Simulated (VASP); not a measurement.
# InP (F-43m) in VASP: single point with HF

Aim: the single point of InP with HF.

Program: VASP 6.6.1. These are calculated values, not measurements. Logs are shortened: lines on timing, memory, paths and dates and some standing lists are left out, and cuts for length are marked.

**Measured values to compare with.**

A printed reference work, data compilation reports, for a bulk crystal of InP at 1.6 K: band gap 1.4236 eV (direct).

The runs below are set against these values where they give the same quantity.

### Step 1. The cell of the first run

It takes space group F-43m (No. 216, cubic). Conventional cell: a = 5.959 Å, b = 5.959 Å, c = 5.959 Å, α = 90.00°, β = 90.00°, γ = 90.00°. Within 3.4 Å of In (site symmetry -43m) lie 4 P at 2.58 Å. P (site symmetry -43m) has 4 In at 2.58 Å within 3.4 Å.

### Step 2. Single point, HF

Contents of POSCAR:

```
InP
1.0
    0.0000000000      2.9795369318      2.9795369318
    2.9795369318      0.0000000000      2.9795369318
    2.9795369318      2.9795369318      0.0000000000
In P
1 1
Direct
    0.0000000000      0.0000000000      0.0000000000
    0.2500000000      0.2500000000      0.2500000000
```

Contents of INCAR.step1:

```
  ALGO = Normal
  EDIFF = 1E-5
  ENCUT = 520
  GGA = PE
  ISIF = 2
  ISMEAR = 0
  LASPH = T
  LREAL = F
  LWAVE = T
  NBANDS = 16
  NELM = 100
  PREC = Accurate
  SIGMA = 0.01
```

Contents of INCAR.step2:

```
  AEXX = 1.0
  AGGAC = 0.0
  ALDAC = 0.0
  ALGO = Normal
  EDIFF = 1E-6
  ENCUT = 520
  GGA = PE
  ISIF = 2
  ISMEAR = 0
  ISTART = 1
  LASPH = T
  LCHARG = T
  LELF = T
  LHFCALC = T
  LREAL = F
  LVHAR = T
  LWAVE = F
  NBANDS = 16
  NELM = 100
  PREC = Accurate
  PRECFOCK = Normal
  SIGMA = 0.01
```

Contents of KPOINTS:

```
k-points
0
Gamma
  6 6 6
```

Potentials or basis: VASP PAW PBE potentials, release 64 (In_d, P).

Command:

```bash
cat potpaw_PBE.64/In_d/POTCAR potpaw_PBE.64/P/POTCAR > POTCAR
cp INCAR.step1 INCAR
mpirun -np 1 vasp_std > vasp.out
cp INCAR.step2 INCAR
mpirun -np 1 vasp_std > vasp.out
```

OUTCAR:

```text
AEXX = 1.0
   EDIFF = 1E-6
   ENCUT = 520
   GGA = PE
   ISIF = 2
   ISMEAR = 0
   ISTART = 1
   LASPH = T
   LHFCALC = T
   LREAL = F
   NELM = 100
   PREC = Accurate
   PRECFOCK = Normal

 ion  position               nearest neighbor table
   1  0.000  0.000  0.000-   2 2.58   2 2.58   2 2.58   2 2.58
   2  0.250  0.250  0.250-   1 2.58   1 2.58   1 2.58   1 2.58

  LATTYP: Found a face centered cubic cell.
 ALAT       =     5.9590738636

  Lattice vectors:

 A1 = (   0.0000000000,   2.9795369318,   2.9795369318)
 A2 = (   2.9795369318,   0.0000000000,   2.9795369318)
 A3 = (   2.9795369318,   2.9795369318,   0.0000000000)

Analysis of symmetry for initial positions (statically):
=====================================================================
 Subroutine PRICEL returns:
 Original cell was already a primitive cell.

 Routine SETGRP: Setting up the symmetry group for a
 face centered cubic supercell.

 Subroutine GETGRP returns: Found 24 space group operations
 (whereof 24 operations were pure point group operations)
 out of a pool of 48 trial point group operations.

The static configuration has the point symmetry T_d .

Analysis of symmetry for dynamics (positions and initial velocities):
=====================================================================
 Subroutine PRICEL returns:
 Original cell was already a primitive cell.

 Routine SETGRP: Setting up the symmetry group for a
 face centered cubic supercell.

 Subroutine GETGRP returns: Found 24 space group operations
 (whereof 24 operations were pure point group operations)
 out of a pool of 48 trial point group operations.

The dynamic configuration has the point symmetry T_d .

 Subroutine INISYM returns: Found 24 space group operations
 (whereof 24 operations are pure point group operations),
 and found     1 'primitive' translations

----------------------------------------------------------------------------------------

                                     Primitive cell

  volume of cell :      52.9025

  direct lattice vectors                    reciprocal lattice vectors
     0.000000000  2.979536932  2.979536932    -0.167811311  0.167811311  0.167811311
     2.979536932  0.000000000  2.979536932     0.167811311 -0.167811311  0.167811311
     2.979536932  2.979536932  0.000000000     0.167811311  0.167811311 -0.167811311

  length of vectors
     4.213701539  4.213701539  4.213701539     0.290657717  0.290657717  0.290657717

  position of ions in fractional coordinates (direct lattice)
     0.000000000  0.000000000  0.000000000
     0.250000000  0.250000000  0.250000000

  ion indices of the primitive-cell ions
   primitive index   ion index
                 1           1
                 2           2

----------------------------------------------------------------------------------------

 KPOINTS: k-points

Automatic generation of k-mesh.
 Grid dimensions read from file:
 generate k-points for:    6    6    6

 Generating k-lattice:

  Cartesian coordinates                     Fractional coordinates (reciprocal lattice)
    -0.027968552  0.027968552  0.027968552     0.166666667  0.000000000  0.000000000
     0.027968552 -0.027968552  0.027968552     0.000000000  0.166666667  0.000000000
     0.027968552  0.027968552 -0.027968552     0.000000000  0.000000000  0.166666667

  Length of vectors
     0.048442953  0.048442953  0.048442953

  Shift w.r.t. Gamma in fractional coordinates (k-lattice)
     0.000000000  0.000000000  0.000000000

 Subroutine IBZKPT returns following result:
 ===========================================

 Found     16 irreducible k-points:

 Following reciprocal coordinates:
            Coordinates               Weight
  0.000000  0.000000  0.000000      1.000000
  0.166667  0.000000  0.000000      8.000000
  0.333333  0.000000  0.000000      8.000000
  0.500000  0.000000  0.000000      4.000000
  0.166667  0.166667  0.000000      6.000000
  0.333333  0.166667  0.000000     24.000000
[... 8 lines left out ...]
 -0.333333  0.333333  0.166667     24.000000
 -0.333333  0.500000  0.166667     12.000000
   k-points           NKPTS =     16   k-points in BZ     NKDIM =    216   number of bands    NBANDS=     16
   number of dos      NEDOS =    301   number of ions     NIONS =      2
   total plane-waves  NPLWV =  32768
   dimension x,y,z NGX =    32 NGY =   32 NGZ =   32
   dimension x,y,z NGXF=    64 NGYF=   64 NGZF=   64
   ions per type =               1   1
   NGX,Y,Z   is equivalent  to a cutoff of  12.63, 12.63, 12.63 a.u.
   NGXF,Y,Z  is equivalent  to a cutoff of  25.25, 25.25, 25.25 a.u.
 SYSTEM =  unknown system
   PREC   = accura    normal or accurate (medium, high low for compatibility)
   ISTART =      1    job   : 0-new  1-cont  2-samecut
   ICHARG =      0    charge: 1-file 2-atom 10-const
   ISPIN  =      1    spin polarized calculation?
   LNONCOLLINEAR =      F non collinear calculations
   LSORBIT =      F    spin-orbit coupling
   LASPH  =      T    aspherical Exc in radial PAW
   ENCUT  =  520.0 eV  38.22 Ry    6.18 a.u.   7.83  7.83  7.83*2*pi/ulx,y,z
   NELM   =    100;   NELMIN=  2; NELMDL=  0     # of ELM steps
   EDIFF  = 0.1E-05   stopping-criterion for ELM
   LREAL  =      F    real-space projection
   EDIFFG = 0.1E-04   stopping-criterion for IOM
   NSW    =      0    number of steps for IOM
   IBRION =     -1    ionic relax: 0-MD 1-quasi-New 2-CG
   NFREE  =      0    steps in history (QN), initial steepest desc. (CG)
   ISIF   =      2    stress and relaxation
   ISYM   =      3    0-nonsym 1-usesym 2-fastsym
   POTIM  = 0.5000    time-step for ionic-motion
   TEBEG  =    0.0;   TEEND  =   0.0 temperature during run
   PSTRESS=    0.0 pullay stress
   NELECT =      18.0000    total number of electrons
   NUPDOWN=      -1.0000    fix difference up-down
   EMIN   =  10.00;   EMAX   =-10.00  energy-range for DOS
   EFERMI =   0.00;   METHOD = LEGACY
   ISMEAR =     0;   SIGMA  =   0.01  broadening in eV -4-tet -1-fermi 0-gaus
   EFERMI_NEDOS =   21; number of points for ismear=-14 and -15
   IALGO  =     38    algorithm
   IMIX   =      1    mixing-type and parameters
     AMIX     =   0.40;   BMIX     =  1.00
     AMIX_MAG =   1.60;   BMIX_MAG =  1.00
  volume/ion in A,a.u.               =      26.45       178.50
  Fermi-wavevector in a.u.,A,eV,Ry     =   1.142896  2.159761 17.772098  1.306212
  Thomas-Fermi vector in A             =   2.279593
   LORBIT       =      0    0 simple, 1 ext, 2 COOP (PROOUT), +10 PAW based schemes
   GGA     = PE    functional components
   LHFCALC =     T    Hartree Fock is set to
   PRECFOCK=normal    Normal, Fast or Accurate (Low or Medium for compatibility)
   ENCUT4O =  -1.0   cutoff for four orbital integrals eV
   NKREDX  =     1    reduce k-point grid by
   NKREDY  =     1    reduce k-point grid by
   NKREDZ  =     1    reduce k-point grid by
   AEXX    =    1.0000 exact exchange contribution
   HFSCREEN=    0.0000 screening length (either q_TF or 0.3 A-1)
   HFSCREENC=   0.0000 screening length for correlation (either q_TF or 0.3 A-1)
   ENCUTFOCK=  -1.0 apply spherical cutoff to Coloumb kernel
   IVDW    =     0    specifies the selected vdW correction
   LEPSILON=     F    determine dielectric tensor
   LRPA    =     F    only Hartree local field effects (RPA)
 non-spin polarized calculation
 Gauss-broadening in eV      SIGMA  =   0.01
  energy-cutoff  :      520.00
  volume of cell :       52.90
 maximum number of plane-waves:      1458
  NGX = 24; NGY = 24; NGZ = 24

 number of electron      18.0000005 magnetization

 Free energy of the ion-electron system (eV)
  ---------------------------------------------------
  ext. energy  EPLUGINS =         0.00000000
  ---------------------------------------------------
  free energy    TOTEN  =       -16.26080428 eV

  energy without entropy =      -16.26080428  energy(sigma->0) =      -16.26080428

 E-fermi :   2.7082     XC(G=0):   0.0000

 val. band max:        2.6631323403   @ k =   0.0000   0.0000   0.0000
 cond. band min:       9.4852144329   @ k =   0.0000   0.0000   0.0000
 fundamental gap:      6.8220820926
 Fermi energy:         2.7082459093

 k-point     1 :       0.0000    0.0000    0.0000
  band No.  band energies     occupation
      1     -18.0907      2.00000
      2     -18.0907      2.00000
      3     -18.0907      2.00000
      4     -17.9135      2.00000
      5     -17.9135      2.00000
      6     -13.3301      2.00000
[... 8 lines left out ...]
     15      19.4382      0.00000
     16      19.4382      0.00000

 k-point     2 :       0.1667    0.0000    0.0000
  band No.  band energies     occupation
      1     -18.1142      2.00000
      2     -18.0793      2.00000
      3     -18.0793      2.00000
      4     -17.9137      2.00000
      5     -17.9137      2.00000
      6     -12.9385      2.00000
[... 8 lines left out ...]
     15      18.2992      0.00000
     16      19.1122      0.00000

 k-point     3 :       0.3333    0.0000    0.0000
  band No.  band energies     occupation
      1     -18.1596      2.00000
      2     -18.0594      2.00000
      3     -18.0594      2.00000
      4     -17.9106      2.00000
      5     -17.9106      2.00000
      6     -11.9366      2.00000
[... 8 lines left out ...]
     15      19.0206      0.00000
     16      19.0206      0.00000

 k-point     4 :       0.5000    0.0000    0.0000
  band No.  band energies     occupation
      1     -18.1816      2.00000
      2     -18.0514      2.00000
      3     -18.0514      2.00000
      4     -17.9070      2.00000
      5     -17.9070      2.00000
      6     -11.2204      2.00000
[... 8 lines left out ...]
     15      21.1647      0.00000
     16      21.1647      0.00000

 k-point     5 :       0.1667    0.1667    0.0000
  band No.  band energies     occupation
      1     -18.1345      2.00000
      2     -18.0675      2.00000
      3     -18.0675      2.00000
      4     -17.9222      2.00000
      5     -17.9076      2.00000
      6     -12.8078      2.00000
[... 8 lines left out ...]
     15      19.8036      0.00000
     16      20.5299      0.00000

 k-point     6 :       0.3333    0.1667    0.0000
  band No.  band energies     occupation
      1     -18.1719      2.00000
      2     -18.0496      2.00000
      3     -18.0456      2.00000
      4     -17.9268      2.00000
      5     -17.9030      2.00000
      6     -11.9947      2.00000
[... 8 lines left out ...]
     15      20.1765      0.00000
     16      20.5442      0.00000
[... 115 lines left out ...]
 k-point    13 :       0.5000    0.5000    0.0000
  band No.  band energies     occupation
      1     -18.2474      2.00000
      2     -17.9949      2.00000
      3     -17.9949      2.00000
      4     -17.9557      2.00000
      5     -17.8892      2.00000
      6     -10.4118      2.00000
[... 8 lines left out ...]
     15      21.4623      0.00000
     16      22.2344      0.00000

 k-point    14 :       0.5000    0.3333    0.1667
  band No.  band energies     occupation
      1     -18.2000      2.00000
      2     -18.0365      2.00000
      3     -18.0231      2.00000
      4     -17.9306      2.00000
      5     -17.9019      2.00000
      6     -11.1580      2.00000
[... 8 lines left out ...]
     15      21.4267      0.00000
     16      22.4588      0.00000

 k-point    15 :      -0.3333    0.3333    0.1667
  band No.  band energies     occupation
      1     -18.2090      2.00000
      2     -18.0351      2.00000
      3     -18.0129      2.00000
      4     -17.9267      2.00000
      5     -17.9058      2.00000
      6     -10.5994      2.00000
[... 8 lines left out ...]
     15      21.2410      0.00000
     16      22.3081      0.00000

 k-point    16 :      -0.3333    0.5000    0.1667
  band No.  band energies     occupation
      1     -18.2269      2.00000
      2     -18.0204      2.00000
      3     -17.9992      2.00000
      4     -17.9396      2.00000
      5     -17.8992      2.00000
      6     -10.3569      2.00000
[... 8 lines left out ...]
     15      22.0277      0.00000
     16      22.4928      0.00000

------------------------ aborting loop because EDIFF is reached ----------------------------------------

  FORCE on cell =-STRESS in cart. coord.  units (eV):
  Direction    XX          YY          ZZ          XY          YZ          ZX
  --------------------------------------------------------------------------------------
  -------------------------------------------------------------------------------------
  Total        0.0998932      0.0998932      0.0998932     -0.0000000     -0.0000000      0.0000000
  in kB        3.0253133      3.0253133      3.0253133     -0.0000000     -0.0000000      0.0000000
  external PRESSURE =       3.0253133 kB  Pullay stress =       0.0000000 kB

 VOLUME and BASIS-vectors are now :
 -----------------------------------------------------------------------------
  energy-cutoff  :      520.00
  volume of cell :       52.90
      direct lattice vectors                 reciprocal lattice vectors
     0.000000000  2.979536932  2.979536932    -0.167811311  0.167811311  0.167811311
     2.979536932  0.000000000  2.979536932     0.167811311 -0.167811311  0.167811311
     2.979536932  2.979536932  0.000000000     0.167811311  0.167811311 -0.167811311

 POSITION                                       TOTAL-FORCE (eV/Angst)
 -----------------------------------------------------------------------------------
      0.00000      0.00000      0.00000         0.000000      0.000000      0.000000
      1.48977      1.48977      1.48977        -0.000000     -0.000000     -0.000000
 -----------------------------------------------------------------------------------
    total drift:                                0.000033      0.000022      0.000016

  FREE ENERGIE OF THE ION-ELECTRON SYSTEM (eV)
  ---------------------------------------------------
  free  energy   TOTEN  =       -16.2608042839 eV

  energy  without entropy=      -16.2608042839  energy(sigma->0) =      -16.26080428
```

It took 51 min on 1 thread of AMD EPYC 7R13 (Zen 3), shared host; peak memory 0.18 GiB.

What came out:

| Item | Value |
| --- | --- |
| Free energy | -16.2608 eV |
| Pressure | 0.3 GPa |
| Band gap on the k mesh | 6.82 eV |

Levels at points of the mesh, in eV from the valence-band top:
```csv
k point,band 6,band 7,band 8,band 9,band 10,band 11,band 12,band 13
"(0.00, 0.00, 0.00)",-15.99,0.00,0.00,0.00,6.82,10.63,10.63,10.63
"(0.50, 0.00, 0.00)",-13.88,-7.42,-1.23,-1.23,7.66,11.39,11.39,13.87
"(0.50, 0.50, 0.00)",-13.07,-7.40,-2.96,-2.96,7.51,8.42,16.88,17.65
```

Caveat: the PAW data sets were made with another functional, which shifts forces and pressure a little; spin-orbit coupling is left out, which moves the levels of the heavy elements.

### Step 3. Against experiment

Step 2. Measured gap of InP: 1.4236 eV (direct; 1.6 K; a printed reference work, data compilation). This calculation gives 6.82 eV (+5.40 eV). So large a miss can be the level of theory's own, or it may mean another phase, state or a wrong row. Spin-orbit coupling on In is left out. The value is that of HF, without temperature or zero-point motion.
